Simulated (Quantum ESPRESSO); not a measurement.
## Cu: phonons at X under several settings

```xyz
1
Lattice="0.0000 1.8075 1.8075 1.8075 0.0000 1.8075 1.8075 1.8075 0.0000" Properties=species:S:1:pos:R:3 pbc="T T T"
Cu    0.0000    0.0000    0.0000
```

All runs used Quantum ESPRESSO 7.5; k mesh 9 × 9 × 9; given cell, atoms relaxed; no spin polarisation; occupations cold, width 0.2 eV.

```tsv
level	potentials	cutoff (eV)	pressure (GPa)	frequencies (cm⁻¹)
PBE	SSSP 1.3 efficiency PBE	748	1.4	174 174 248
PBE	GBRV 1.5 PBE	762	?	?
PBE	JTH 2.0 PBE	735	4.9	201 201 314
PBE	SG15 PBE 1.2	1197	2.1	210 210 329
PBE	Ansatz NC SR PBE	1252	1.8	201 201 316
```

Question: What stands in the row left open?

Answer: Pressure 1.8 GPa; frequencies 196 196 317 cm⁻¹.

Caveats: the mesh is thin for the phonons of a metal; the q point doesn't lie on the k mesh, which can shift a metal's frequencies strongly unless the mesh is converged; the cell is more than 3 GPa from zero pressure, which shifts response properties (some runs).

For the row left open. Caveat: the k mesh is coarse; the mesh is thin for the phonons of a metal; the q point doesn't lie on the k mesh, which can shift a metal's frequencies strongly unless the mesh is converged.

The runs don't all hold the same shells in valence.
